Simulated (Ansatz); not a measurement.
# WS2: a strain scan

The task, for WS2: see how energy and stress answer to the strain pattern (0, 0, 0, 0, 1, 0).

Computed with Ansatz 0.2.0 (DFT PBEsol+D3(BJ), scalar-relativistic, plane waves, PAW, unless a step's input says otherwise).

## (1) The system as given

It takes space group R3m (No. 160, trigonal). The conventional cell has a = 3.158 Å, b = 3.158 Å, c = 18.490 Å, α = 90.00°, β = 90.00°, γ = 120.00°. Around W (site symmetry 3m) lie 6 S at 2.39 to 2.42 Å. S (site symmetry 3m) has 3 W at 2.39 Å in its first shell of neighbours. S (site symmetry 3m) has 3 W at 2.42 Å in its first shell of neighbours.

Structure file:

```xyz
3
Lattice="1.5790 0.9116 6.1633 -1.5790 0.9116 6.1633 0.0000 -1.8233 6.1633" Properties=species:S:1:pos:R:3 pbc="T T T"
W     0.0000    0.0000    0.0000
S     0.0000    0.0000   13.8730
S     0.0000    0.0000   10.7427
```

The cell is taken as given, not relaxed at this level.

## (2) The reference cell

Reference values: F = -12030.2200 eV; pressure -4.21 GPa; largest force 0.600 eV/Å; gap on the mesh 0.97 eV. It was computed beforehand with the settings of the runs below.

## (3) The scan: a strain scan

The cell is strained by ε times the Voigt pattern (0, 0, 0, 0, 1, 0) (xx, yy, zz, yz, xz, xy; engineering shear), with fractional coordinates fixed (clamped ions). The stress on the pattern is the sum of the stress components weighted by it, tension positive.

## (4) ε = -0.0400

input.yaml

```yaml
crystal:
  lattice:
    - [1.4557337843, 0.9116362969, 6.1317499923]
    - [-1.7022669843, 0.9116362969, 6.1949100077]
    - [-0.1232666, -1.8232725938, 6.16333]
  atoms:
    - { symbol: W, position: [0.0, 0.0, 0.0] }
    - { symbol: S, position: [0.7503, 0.7503, 0.7503] }
    - { symbol: S, position: [0.581, 0.581, 0.581] }
basis:
  ecutwfc: 420
kpoints:
  mp_grid: { grid: [12, 12, 12] }
hamiltonian:
  xc: pbesol
  dispersion: d3bj
scf:
  occupations: { method: gaussian, width: 0.05 }
output:
  forces: true
  stress: true
  eigenvalues: true
```

On the command line:

```sh
ansatz run input.yaml --threads 1 --pin off --max-ram 2560MiB --backend cpu --events-out ev --progress --plain --runs-dir out
```

## (5) Point ε = 0.0300

input.yaml: that of step 4 with these lines changed.

```diff
@@ -2,5 +2,5 @@
   lattice:
-    - [1.4557337843, 0.9116362969, 6.1317499923]
-    - [-1.7022669843, 0.9116362969, 6.1949100077]
-    - [-0.1232666, -1.8232725938, 6.16333]
+    - [1.6714503343, 0.9116362969, 6.1870150058]
+    - [-1.4865504343, 0.9116362969, 6.1396449942]
+    - [0.09244995, -1.8232725938, 6.16333]
   atoms:
```

## (6) At ε = -0.0200

input.yaml: that of step 5 with these lines changed.

```diff
@@ -2,5 +2,5 @@
   lattice:
-    - [1.6714503343, 0.9116362969, 6.1870150058]
-    - [-1.4865504343, 0.9116362969, 6.1396449942]
-    - [0.09244995, -1.8232725938, 6.16333]
+    - [1.5173670843, 0.9116362969, 6.1475399962]
+    - [-1.6406336843, 0.9116362969, 6.1791200038]
+    - [-0.0616333, -1.8232725938, 6.16333]
   atoms:
```

## (7) At ε = 0.0100

input.yaml: that of step 6 with these lines changed.

```diff
@@ -2,5 +2,5 @@
   lattice:
-    - [1.5173670843, 0.9116362969, 6.1475399962]
-    - [-1.6406336843, 0.9116362969, 6.1791200038]
-    - [-0.0616333, -1.8232725938, 6.16333]
+    - [1.6098170343, 0.9116362969, 6.1712250019]
+    - [-1.5481837343, 0.9116362969, 6.1554349981]
+    - [0.03081665, -1.8232725938, 6.16333]
   atoms:
```

## (8) ε = 0.0350

input.yaml: that of step 7 with these lines changed.

```diff
@@ -2,5 +2,5 @@
   lattice:
-    - [1.6098170343, 0.9116362969, 6.1712250019]
-    - [-1.5481837343, 0.9116362969, 6.1554349981]
-    - [0.03081665, -1.8232725938, 6.16333]
+    - [1.6868586593, 0.9116362969, 6.1909625067]
+    - [-1.4711421093, 0.9116362969, 6.1356974933]
+    - [0.107858275, -1.8232725938, 6.16333]
   atoms:
```

(Steps that only read results are left out.)

Before running it: what results should come out? Wanted: slope of the stress at ε = 0, from the points at -0.0200, 0 and 0.0100.

As calculated:

| quantity | value |
| --- | --- |
| slope of the stress at ε = 0, from the points at -0.0200, 0 and 0.0100 | 155 GPa |

In words: From the stress slope, C55 is about 155 GPa with the ions clamped; letting the atoms relax could not make it stiffer. The reference stands under -4.2 GPa, so this is no zero-stress constant. The undisturbed cell stays the lowest of the sampled points. The gap on the mesh stays between 0.95 and 0.97 eV. These runs have no spin-orbit coupling; with W it would split and shift bands.
